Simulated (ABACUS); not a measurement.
A run of ABACUS 3.10.1 is set up as follows.

The input INPUT:

```
INPUT_PARAMETERS
suffix              Ir
calculation         scf
basis_type          pw
pseudo_dir          ./
symmetry            1
dft_functional      pbe
ecutwfc             68
pseudo_rcut         10
nspin               1
nbands              21
ks_solver           dav
smearing_method     fd
smearing_sigma      0.00367493
scf_thr             1e-08
scf_nmax            100
mixing_type         broyden
mixing_beta         0.7
cal_force           1
cal_stress          1
kpar                4
```

Contents of STRU:

```
ATOMIC_SPECIES
Ir 192.2170 Ir.upf

LATTICE_CONSTANT
1.8897261246

LATTICE_VECTORS
2.7513778946 0.0000000000 0.0000000000
-1.3756889473 2.3827631521 0.0000000000
0.0000000000 0.0000000000 4.4622900000

ATOMIC_POSITIONS
Direct

Ir
0.0
2
0.3444510000 0.6613210000 0.2571310000 1 1 1
0.6490330000 0.3450400000 0.7464990000 1 1 1
```

File KPT:

```
K_POINTS
0
Gamma
11 11 6 0 0 0
```

Potentials or basis: PseudoDojo NC SR 0.4.1 PBE standard, plane waves.

The run is started by

```sh
$ OMP_NUM_THREADS=1 mpirun -np 4 abacus > log
```

Task: Estimate the largest force.

Result: 0.775 eV/Å.

Task: What does it give for the band gap on the k mesh?

Result: None (metal or under the smearing width).

Task: Predict the pressure.

Result: -1.1 GPa.

Stress tensor (GPa, compression positive):
```
-0.92 -0.74  1.16
-0.74 -1.67 -0.52
 1.16 -0.52 -0.64
```

The run has no spin-orbit coupling, so splittings on Ir are missing.
